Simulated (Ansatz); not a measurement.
# The perfect armchair MoS2 nanoribbon (N = 5, bare edges), part 2 of 3

What gap, if any, does the armchair MoS2 nanoribbon (N = 5, bare edges) have, and how does it change under strain?

Ansatz 0.2.0; DFT PBE, plane waves, PAW; relaxation of a wire's period (the session's first sound run).

So far. Step 2 (Relaxing the period): The cell's length comes to 5.444 Å with no moment.

**3. The wire at its relaxed period**

This step: DFT PBE, plane waves, PAW; bands of a perfect wire (Ansatz 0.2.0).

At the relaxed period the bands are computed along the axis; those that cross an energy going forward count the channels that a perfect wire would open there.

input.yaml

```yaml
crystal:
  lattice:
    - [13.36, 0.0, 0.0]
    - [0.0, 10.12, 0.0]
    - [0.0, 0.0, 5.4436528396]
  atoms:
    - { symbol: Mo, position: [0.275267538, 0.5, 0.021890745] }
    - { symbol: Mo, position: [0.5, 0.5, 0.988362212] }
    - { symbol: Mo, position: [0.724732462, 0.5, 0.021890745] }
    - { symbol: S, position: [0.255151163, 0.653948983, 0.325621579] }
    - { symbol: S, position: [0.255151163, 0.346051017, 0.325621579] }
    - { symbol: S, position: [0.5, 0.64826043, 0.335155318] }
    - { symbol: S, position: [0.5, 0.35173957, 0.335155318] }
    - { symbol: S, position: [0.744848837, 0.653948983, 0.325621579] }
    - { symbol: S, position: [0.744848837, 0.346051017, 0.325621579] }
    - { symbol: Mo, position: [0.374102974, 0.5, 0.508370682] }
    - { symbol: Mo, position: [0.625897026, 0.5, 0.508370682] }
    - { symbol: S, position: [0.381336595, 0.658601234, 0.827912828] }
    - { symbol: S, position: [0.381336595, 0.341398766, 0.827912828] }
    - { symbol: S, position: [0.618663405, 0.658601234, 0.827912828] }
    - { symbol: S, position: [0.618663405, 0.341398766, 0.827912828] }
kpoints:
  mp_grid: { grid: [1, 1, 15] }
  band_path: { path: ["Γ", Z], npoints: 90 }
scf:
  occupations: { method: fermi_dirac, width: 0.05 }
hamiltonian:
  xc: pbe
output:
  dos: { e_range: [-5, 4] }
  write_potential: true
  write_density: true
  volumetric_format: npy
```

The run is started by

```sh
$ ansatz run input.yaml --threads 4 --pin off --max-ram 16384MiB --backend cpu --events-out ev --progress --plain --runs-dir out
```

Numbers of over 12 decimals in the logs are rounded to 6 here.

What it wrote:

```text
[...]
Crystal: 15 atoms, lattice volume = 735.999 Å³
Basis set: ecut = 420 eV, 14387 PW (Γ)
Bands: 80, of which v1, the nominal top of the filled ones, is band 65 counted from 1 (64 counted from 0)
Symmetry: 4 space group operations
[...]
k-points: 8 of 15 (time reversal used)
[...]
SCF iter   1: F=—  HF=-33806.329725 eV  |F-HF|=—  |Δ(HF+E_count)|=         —  Δρ=9.90e-3  dr2=9.99e-1  ethr=1.77e-3  ⟨swp⟩=8.0  Hψ=2839  notcnv=0  defer=8
[...]
SCF iter  10: F=-33806.221892 eV  HF=-33806.221892 eV  |F-HF|=1.88e-8  |Δ(HF+E_count)|=   2.42e-7  Δρ=1.87e-6  dr2=3.96e-8  ethr=7.69e-11  ⟨swp⟩=10.1  Hψ=1921  notcnv=0
SCF 1 converged in 10 iterations: F = -33806.221892 eV  dr2 = 3.96e-8
[...]
NSCF: frozen V_eff on 91 k-points
WARN: The output density's exchange-correlation potential varies sharply where the density is thin. Do not read a vacuum level from v_tot or v_xc, or from such a field of the output density. On a cell that repeats whose density bears no net charge and no dipole along the vacuum's axis use v_es (v_loc + v_h of the components); under efield.dipole_correction with no amplitude use v_es + v_field, which holds any externa [...]
SCF converged after 10 iterations
Free energy (F): -33806.221892 eV
[...]
Internal energy: -33806.215380 eV  (E = F + TS)
E sigma→0 (E₀):  -33806.218636 eV
Entropy (-TS):   -0.006512 eV (-0.434 meV/atom)
Fermi energy:    0.586558 eV
[...]
--- Band table (eV; the first three rows and the last of 8) ---
  k-point 0: bands = [... 61 lower, -0.0760, 0.1557, 0.2710, 0.3143, 0.8871, 0.9089, 0.9334, 1.0575, ... 11 higher]
  k-point 1: bands = [... 61 lower, -0.0705, 0.1587, 0.2717, 0.3034, 0.9024, 0.9175, 0.9457, 1.0596, ... 11 higher]
  k-point 2: bands = [... 61 lower, -0.0615, 0.1735, 0.2664, 0.2720, 0.8842, 0.9903, 1.0000, 1.0679, ... 11 higher]
  k-point 7: bands = [... 61 lower, -0.1168, 0.1736, 0.2887, 0.3032, 0.8638, 1.1370, 1.3586, 1.4274, ... 11 higher]
```

It took 59 s on 4 threads of AMD EPYC 9R14 (Zen 4), shared host; peak memory 3.2 GiB; 3.9 min of CPU time.

Reading the cycles: dr2 is the Hartree energy of the density residual (eV), the measure of convergence; HF is the Harris–Foulkes estimate of the energy, which meets the free energy F at convergence.

Numbers from this step:

- energy at zero smearing: -33806.2186 eV
- band gap: 0.5236 eV

The electronic bands at the labelled points (eV, zero at the Fermi level; v1 is the highest filled band, c1 the lowest empty one):

```
  point     v4     v3     v2     v1    c1    c2    c3    c4
      Γ  -0.66  -0.43  -0.32  -0.27  0.30  0.32  0.35  0.47
halfway  -0.66  -0.41  -0.35  -0.31  0.26  0.52  0.55  0.62
      Z  -0.70  -0.41  -0.30  -0.28  0.28  0.55  0.78  0.84
```

The gap is 0.524 eV, with spin left out.

The path shows an indirect gap of 0.52 eV (valence top at Γ, conduction bottom between Γ and Z). The least direct gap is 0.55 eV.

**4. Strain along the wire, period over the relaxed period 0.96, k-mesh 1×1×12**

This step: DFT PBE, plane waves, PAW; relaxation at a fixed period (Ansatz 0.2.0).

The period is set to 0.96 times the relaxed one and the atoms relax within it: strain changes bond lengths and angles, which shifts the bands against each other. Against the first PBE run of this kind, the mesh along the wire has 12 points against 15.

The cell differs from the one that the last finished run ended in (c 5.444 → 5.226 Å).

input.yaml, as its differences from that of step 3:

```diff
@@ -4,7 +4,7 @@
     - [0.0, 10.12, 0.0]
-    - [0.0, 0.0, 5.4436528396]
+    - [0.0, 0.0, 5.225906726]
   atoms:
-    - { symbol: Mo, position: [0.275267538, 0.5, 0.021890745] }
+    - { symbol: Mo, position: [0.275267538, 0.5, 0.021890745], spin: 0.3 }
     - { symbol: Mo, position: [0.5, 0.5, 0.988362212] }
-    - { symbol: Mo, position: [0.724732462, 0.5, 0.021890745] }
+    - { symbol: Mo, position: [0.724732462, 0.5, 0.021890745], spin: 0.3 }
     - { symbol: S, position: [0.255151163, 0.653948983, 0.325621579] }
@@ -21,4 +21,6 @@
     - { symbol: S, position: [0.618663405, 0.341398766, 0.827912828] }
+magnetization:
+  spin_polarized: true
 kpoints:
-  mp_grid: { grid: [1, 1, 15] }
+  mp_grid: { grid: [1, 1, 12] }
   band_path: { path: ["Γ", Z], npoints: 90 }
@@ -28,6 +30,6 @@
   xc: pbe
+relax:
+  max_steps: 40
+  f_tol: 0.02
 output:
-  dos: { e_range: [-5, 4] }
-  write_potential: true
-  write_density: true
-  volumetric_format: npy
+  stress: true
```

What it wrote:

```text
Warning: output.stress: scf.convergence.dr2_threshold = 1e-7 eV (the SCF's general default) is looser than the 1.5e-9 eV advised for a printed stress (1e-10 eV for each atom of the cell: 15). What an SCF threshold leaves in a stress goes as its square root, and in the free energy as the threshold itself, and one threshold admits the most on a small cell: [figures from the program's tests cut] Every solve of this run  [...]
[...]
Crystal: 15 atoms, lattice volume = 706.559 Å³
Basis set: ecut = 420 eV, 13813 PW (Γ), exchange–correlation on 180×144×72 points (8 copies of the dense FFT grid, shifted against one another)
Bands: 81, of which v1, the nominal top of the filled ones, is band 65 counted from 1 (64 counted from 0)
Symmetry: 4 space group operations
[...]
k-points: 7 of 12 (time reversal used)
[...]
Starting moments: Σ|m| = 0.6 μB on 2 of 15 sites
[...]
SCF iter   1: F=—  HF=-33814.157118 eV  |F-HF|=—  |Δ(HF+E_count)|=         —  Δρ=2.81e-2 (↑2.81e-2 ↓2.69e-2)  dr2=3.40e1  dr2_m=1.43e-2  M=0.021 μB ∫|m|=0.468 μB  β_m=0.30  ethr=3.10e-3  ⟨swp⟩=7.8  Hψ=5191  notcnv=0
[...]
SCF iter  14: F=-33805.872885 eV  HF=-33805.872885 eV  |F-HF|=2.72e-8  |Δ(HF+E_count)|=   2.60e-8  Δρ=1.15e-6 (↑1.15e-6 ↓6.88e-7)  dr2=4.13e-8  dr2_m=1.38e-9  M=0.000 μB ∫|m|=0.000 μB  ethr=8.98e-10  ⟨swp⟩=2.5  Hψ=2255  notcnv=0
[...]
SCF 1 converged in 14 iterations: F = -33805.872885 eV  dr2 = 4.13e-8
[...]
relax step   1: F+E_penalty+E_count = -33805.87288510 eV  Δ(F+E_penalty+E_count) = +0.000e0 eV  max|allowed force component| = 1.082e0 eV/Å  Δτ_max = 0.0000 Å  (14 SCF iters, dr2 threshold 1.00e-5 eV, accepted)
[...]
SCF iter  10: F=-33806.023182 eV  HF=-33806.023197 eV  |F-HF|=1.51e-5  |Δ(HF+E_count)|=   1.15e-5  Δρ=1.39e-5 (↑1.39e-5 ↓1.36e-5)  dr2=1.63e-5  dr2_m=3.23e-10  M=-0.000 μB ∫|m|=0.000 μB  ethr=3.99e-9  ⟨swp⟩=1.1  Hψ=3695  notcnv=0
[...]
SCF 2 converged in 10 iterations: F = -33806.023182 eV  dr2 = 1.63e-5
[...]
relax step   2: F+E_penalty+E_count = -33806.02318235 eV  Δ(F+E_penalty+E_count) = -1.503e-1 eV  max|allowed force component| = 4.606e-1 eV/Å  Δτ_max = 0.1413 Å  (10 SCF iters, dr2 threshold 7.31e-5 eV, accepted)
SCF iter   1: F=—  HF=-33806.070031 eV  |F-HF|=—  |Δ(HF+E_count)|=         —  Δρ=1.75e-3 (↑1.75e-3 ↓1.74e-3)  dr2=8.48e-2  dr2_m=5.75e-4  M=-0.000 μB ∫|m|=0.011 μB  β_m=0.30  ethr=1.17e-3  ⟨swp⟩=4.0  Hψ=2472  notcnv=0  defer=72
[...]
SCF iter  10: F=-33806.061338 eV  HF=-33806.061343 eV  |F-HF|=5.00e-6  |Δ(HF+E_count)|=   1.82e-6  Δρ=8.12e-6 (↑7.75e-6 ↓8.12e-6)  dr2=5.35e-6  dr2_m=3.00e-10  M=-0.000 μB ∫|m|=0.000 μB  ethr=3.29e-10  ⟨swp⟩=1.0  Hψ=3310  notcnv=0
[...]
SCF 3 converged in 10 iterations: F = -33806.061338 eV  dr2 = 5.35e-6
relax step   3: F+E_penalty+E_count = -33806.06133791 eV  Δ(F+E_penalty+E_count) = -3.816e-2 eV  max|allowed force component| = 1.829e-1 eV/Å  Δτ_max = 0.0582 Å  (10 SCF iters, dr2 threshold 1.33e-5 eV, accepted)
[...]
relax step   4: F+E_penalty+E_count = -33806.06527328 eV  Δ(F+E_penalty+E_count) = -3.935e-3 eV  max|allowed force component| = 1.023e-1 eV/Å  Δτ_max = 0.0068 Å  (7 SCF iters, dr2 threshold 5.28e-6 eV, accepted)
[...]
relax step   5: F+E_penalty+E_count = -33806.06710879 eV  Δ(F+E_penalty+E_count) = -1.836e-3 eV  max|allowed force component| = 5.001e-2 eV/Å  Δτ_max = 0.0093 Å  (7 SCF iters, dr2 threshold 1.65e-6 eV, accepted)
[...]
relax step   6: F+E_penalty+E_count = -33806.06723379 eV  Δ(F+E_penalty+E_count) = -1.250e-4 eV  max|allowed force component| = 1.992e-2 eV/Å  Δτ_max = 0.0037 Å  (6 SCF iters, dr2 threshold 5.98e-7 eV, accepted)
[...]
SCF iter   4: F=-33806.067234 eV  HF=-33806.067234 eV  |F-HF|=3.32e-8  |Δ(HF+E_count)|=   1.82e-8  Δρ=7.00e-7 (↑7.00e-7 ↓6.60e-7)  dr2=4.08e-8  dr2_m=5.05e-12  M=0.000 μB ∫|m|=0.000 μB  ethr=1.12e-11  ⟨swp⟩=1.6  Hψ=2798  notcnv=0
[...]
SCF 7 converged in 4 iterations: F = -33806.067234 eV  dr2 = 4.08e-8
relax step   7: F+E_penalty+E_count = -33806.06723417 eV  Δ(F+E_penalty+E_count) = -3.774e-7 eV  max|allowed force component| = 1.977e-2 eV/Å  Δτ_max = 0.0000 Å  (4 SCF iters, accepted)
[...]
the band table was solved once a step of the walk had ended and its energy, with any forces and stress, was formed, with the checks that follow a solve (5780 applications of the Hamiltonian). They found nothing against the state; the energy, forces and stress were not computed again (output.eigenvalues in the input reference)
[...]
SCF converged after 4 iterations
Magnetization: 0.0000 μB (65.0000 up, 65.0000 down)
Absolute magnetization: 0.0000 μB (∫|ρ↑−ρ↓|, with the PAW one-centre terms)
[...]
Per-site moments (μB) at R_I (Å): [(2.2644958596306863e-6, 0.948508), (-4.1607012826198314e-7, 0.980405), (2.2644958596881588e-6, 0.948508), (-4.4027665672088874e-7, 0.948508), (-4.4027665665979813e-7, 0.948508), (1.2405186192347648e-7, 0.980405), (1.240518619501247e-7, 0.980405), (-4.402766567009925e-7, 0.948508), (-4.40276656657122e-7, 0.948508), (-1.0841455413065965e-6, 0.970580), (-1.0841455413222576e-6, 0.970580), (-1.3849172856238685e-7, 0.970580), (-1.3849172854862656e-7, 0.970580), (-1.384917285460239e-7, 0.970580), (-1.3849172855609302e-7, 0.970580)]
Free energy (F): -33806.067234 eV
[...]
Internal energy: -33806.058931 eV  (E = F + TS)
E sigma→0 (E₀):  -33806.063083 eV
Entropy (-TS):   -0.008303 eV (-0.554 meV/atom)
Fermi energy:    0.845111 eV
[...]
--- Forces (eV/Å), atoms counted from 1 ---
  atom   1  Mo    -0.00811812     0.00000000     0.00426638
  atom   2  Mo     0.00000000     0.00000000    -0.01976054
  atom   3  Mo     0.00811812     0.00000000     0.00426638
  atom   4  S     -0.00104403    -0.00008578    -0.00056964
  atom   5  S     -0.00104403     0.00008578    -0.00056964
  atom   6  S      0.00000000     0.00082618    -0.00003793
  atom   7  S      0.00000000    -0.00082618    -0.00003793
  atom   8  S      0.00104403    -0.00008578    -0.00056964
  atom   9  S      0.00104403     0.00008578    -0.00056964
  atom  10  Mo     0.01384512     0.00000000     0.00893991
  atom  11  Mo    -0.01384512     0.00000000     0.00893991
  atom  12  S      0.00197821    -0.00088344    -0.00103904
  atom  13  S      0.00197821     0.00088344    -0.00103904
  atom  14  S     -0.00197821    -0.00088344    -0.00103904
  atom  15  S     -0.00197821     0.00088344    -0.00103904
  max |Σ_I F_I| component: 1.41e-4 eV/Å
--- Stress (GPa, compression-positive) ---
        0.008946       0.000000       0.000000
        0.000000       0.037325       0.000000
        0.000000       0.000000       1.662662
  P = ⅓ Tr σ = 0.5696 GPa (5.696 kbar)
--- Band table (eV; the first three rows and the last of 14) ---
  k-point 0 ↑: bands = [... 61 lower, 0.3335, 0.4826, 0.5735, 0.6463, 1.0718, 1.1387, 1.1597, 1.3881, ... 12 higher]
  k-point 1 ↑: bands = [... 61 lower, 0.3332, 0.4888, 0.5352, 0.6134, 1.1418, 1.1438, 1.1746, 1.3834, ... 12 higher]
  k-point 2 ↑: bands = [... 61 lower, 0.3176, 0.4184, 0.5157, 0.5494, 1.1057, 1.2790, 1.3005, 1.3803, ... 12 higher]
  k-point 6 ↓: bands = [... 61 lower, 0.1493, 0.1662, 0.3856, 0.5352, 1.1626, 1.4244, 1.5617, 1.7010, ... 12 higher]
--- Relaxed structure (7 steps of the walk, 7 accepted, 0 SCFs on fresh bases) ---
  F+E_penalty+E_count = -33806.06723417 eV   max|allowed force component| = 1.977e-2 eV/Å
  atoms:
    - { symbol: Mo, position: [0.269951, 0.500000, 0.00829663] }
    - { symbol: Mo, position: [0.5, 0.500000, 0.989142] }
    - { symbol: Mo, position: [0.730049, 0.500000, 0.00829663] }
    - { symbol: S, position: [0.249342, 0.652941, 0.329403] }
    - { symbol: S, position: [0.249342, 0.347059, 0.329403] }
    - { symbol: S, position: [0.5, 0.650967, 0.337531] }
    - { symbol: S, position: [0.5, 0.349033, 0.337531] }
    - { symbol: S, position: [0.750658, 0.652941, 0.329403] }
    - { symbol: S, position: [0.750658, 0.347059, 0.329403] }
    - { symbol: Mo, position: [0.373299, 0.500000, 0.504366] }
    - { symbol: Mo, position: [0.626701, 0.500000, 0.504366] }
    - { symbol: S, position: [0.380430, 0.659446, 0.831548] }
    - { symbol: S, position: [0.380430, 0.340554, 0.831548] }
    - { symbol: S, position: [0.619570, 0.659446, 0.831548] }
    - { symbol: S, position: [0.619570, 0.340554, 0.831548] }
```

The job ended after 3 min (4 threads; peak memory 4.9 GiB).

Relaxation path:

```
step  energy less that of the first step (eV)  largest force component (eV/Å)
   1                                   0.0000                          1.0817
   2                                  -0.1503                          0.4606
   3                                  -0.1885                          0.1829
   4                                  -0.1924                          0.1023
   5                                  -0.1942                          0.0500
   6                                  -0.1943                          0.0199
   7                                  -0.1943                          0.0198
```

The run keeps the 4 symmetry operations that it works with, so distortions that break them were not tested.

The atoms that moved most (Å):

```
atom      dx      dy      dz  length
 Mo3   0.071   0.000  -0.071   0.100
 Mo1  -0.071   0.000  -0.071   0.100
  S4  -0.078  -0.010   0.020   0.081
  S5  -0.078   0.010   0.020   0.081
  S8   0.078  -0.010   0.020   0.081
  S9   0.078   0.010   0.020   0.081
  S6   0.000   0.027   0.012   0.030
  S7   0.000  -0.027   0.012   0.030
```

The relaxed structure:

```xyz
15
Lattice="13.3600 0.0000 0.0000 0.0000 10.1200 0.0000 0.0000 0.0000 5.2259" Properties=species:S:1:pos:R:3
Mo    3.6066    5.0600    0.0434
Mo    6.6800    5.0600    5.1692
Mo    9.7534    5.0600    0.0434
S     3.3312    6.6078    1.7214
S     3.3312    3.5122    1.7214
S     6.6800    6.5878    1.7639
S     6.6800    3.5322    1.7639
S    10.0288    6.6078    1.7214
S    10.0288    3.5122    1.7214
Mo    4.9873    5.0600    2.6358
Mo    8.3727    5.0600    2.6358
S     5.0825    6.6736    4.3456
S     5.0825    3.4464    4.3456
S     8.2775    6.6736    4.3456
S     8.2775    3.4464    4.3456
```

Numbers from this step:

```
energy at zero smearing : -33806.0631 eV
band gap                : 0.425 eV
```

The gap is 0.425 eV, against 0.524 eV under PBE at the relaxed period, with no moment.

**5. At a strained period, period over the relaxed period 0.98, k-mesh 1×1×12**

The period is set to 0.98 times the relaxed one and the atoms relax within it: strain changes bond lengths and angles, which shifts the bands against each other. Against the first PBE run of this kind, the mesh along the wire has 12 points against 15.

The cell differs from the one that the last finished run ended in (c 5.226 → 5.335 Å).

input.yaml, as its differences from that of step 4:

```diff
@@ -4,3 +4,3 @@
     - [0.0, 10.12, 0.0]
-    - [0.0, 0.0, 5.225906726]
+    - [0.0, 0.0, 5.3347797828]
   atoms:
```

What it wrote:

```text
[...]
Crystal: 15 atoms, lattice volume = 721.279 Å³
Basis set: ecut = 420 eV, 14085 PW (Γ), exchange–correlation on 180×144×72 points (8 copies of the dense FFT grid, shifted against one another)
Bands: 81, of which v1, the nominal top of the filled ones, is band 65 counted from 1 (64 counted from 0)
[...]
- { symbol: S, position: [0.747587, 0.346466, 0.327308] }
    - { symbol: Mo, position: [0.373669, 0.5, 0.506585] }
    - { symbol: Mo, position: [0.626331, 0.5, 0.506585] }
    - { symbol: S, position: [0.381082, 0.659087, 0.829623] }
    - { symbol: S, position: [0.381082, 0.340913, 0.829623] }
    - { symbol: S, position: [0.618918, 0.659087, 0.829623] }
    - { symbol: S, position: [0.618918, 0.340913, 0.829623] }
[key lines of the parts left out:]
SCF converged after 9 iterations
Magnetization: 0.0000 μB (65.0000 up, 65.0000 down)
Free energy (F): -33806.182728 eV
Fermi energy:    0.708008 eV
P = ⅓ Tr σ = 0.3021 GPa (3.021 kbar)
```

It took 2.7 min on 4 threads; peak memory 5 GiB.

Step by step:

```
step  energy less that of the first step (eV)  largest force component (eV/Å)
   1                                   0.0000                          0.5072
   2                                  -0.0332                          0.2383
   3                                  -0.0439                          0.0849
   4                                  -0.0447                          0.0517
   5                                  -0.0451                          0.0096
```

Forces are held to the 4 operations that the run works with; a distortion that breaks them can't arise in this run.

The atoms that moved most (Å):

```
atom      dx      dy      dz  length
 Mo3   0.034   0.000  -0.034   0.048
 Mo1  -0.034   0.000  -0.034   0.048
  S8   0.037  -0.004   0.009   0.038
  S9   0.037   0.004   0.009   0.038
  S4  -0.037  -0.004   0.009   0.038
  S5  -0.037   0.004   0.009   0.038
  S6   0.000   0.013   0.006   0.015
  S7   0.000  -0.013   0.006   0.015
```

The relaxed structure:

```xyz
15
Lattice="13.3600 0.0000 0.0000 0.0000 10.1200 0.0000 0.0000 0.0000 5.3348" Properties=species:S:1:pos:R:3
Mo    3.6439    5.0600    0.0828
Mo    6.6800    5.0600    5.2744
Mo    9.7161    5.0600    0.0828
S     3.3722    6.6138    1.7461
S     3.3722    3.5062    1.7461
S     6.6800    6.5736    1.7943
S     6.6800    3.5464    1.7943
S     9.9878    6.6138    1.7461
S     9.9878    3.5062    1.7461
Mo    4.9922    5.0600    2.7025
Mo    8.3678    5.0600    2.7025
S     5.0913    6.6700    4.4259
S     5.0913    3.4500    4.4259
S     8.2687    6.6700    4.4259
S     8.2687    3.4500    4.4259
```

The gap is 0.496 eV, against 0.524 eV under PBE at the relaxed period, with no moment.

(Part 2 of 3 ends here.)

[Logs are printed without paths, hosts, clocks, repeated set-up lines and the standing remarks that a program may print on its own settings, such as how far it seeks lower states.]

[Hosts, paths, dates, database ids (printed as entryN), source tags and the programs' standing remarks are cut or masked in the printed files.]
